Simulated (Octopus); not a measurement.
**FeO (Wuestite) in Octopus: the effect of starting spin order**

The system is FeO (Wuestite).

```
CELL_PARAMETERS angstrom
0.00000 2.15540 2.15540
2.15540 0.00000 2.15540
2.15540 2.15540 0.00000
ATOMIC_POSITIONS crystal
Fe 0.00000 0.00000 0.00000
O 0.50000 0.50000 0.50000
```

Alike in all runs:

* Program: Octopus 16.4
* Task: single point
* Functional: PBE
* Potentials or basis: pseudodojo_pbe (PseudoDojo 0.5, PBE)
* Grid spacing: 0.139 Å
* k mesh: 9 × 9 × 9
* Occupations: fermi-dirac, width 0.05 eV

**Question.** One run gave: energy over the lowest run 874.2 meV/atom; final net moment 0.00 μB; final largest site moment 0.00 μB. Which starting spin order did it use?
A. no spin
B. ferromagnetic start larger moments
C. random start
D. ferromagnetic start

**Answer.** A.

| starting spin order | energy over the lowest run (meV/atom) | final net moment (μB) | final largest site moment (μB) |
| --- | --- | --- | --- |
| ferromagnetic start | 0.0 | 4.00 | 3.71 |
| ferromagnetic start larger moments | 0.0 | 4.00 | 3.71 |
| no spin | 874.2 | 0.00 | 0.00 |
| random start | 0.0 | -4.00 | 3.71 |

Caveats: a cell with one magnetic atom can't hold antiferromagnetic order, which such compounds often take (some runs).
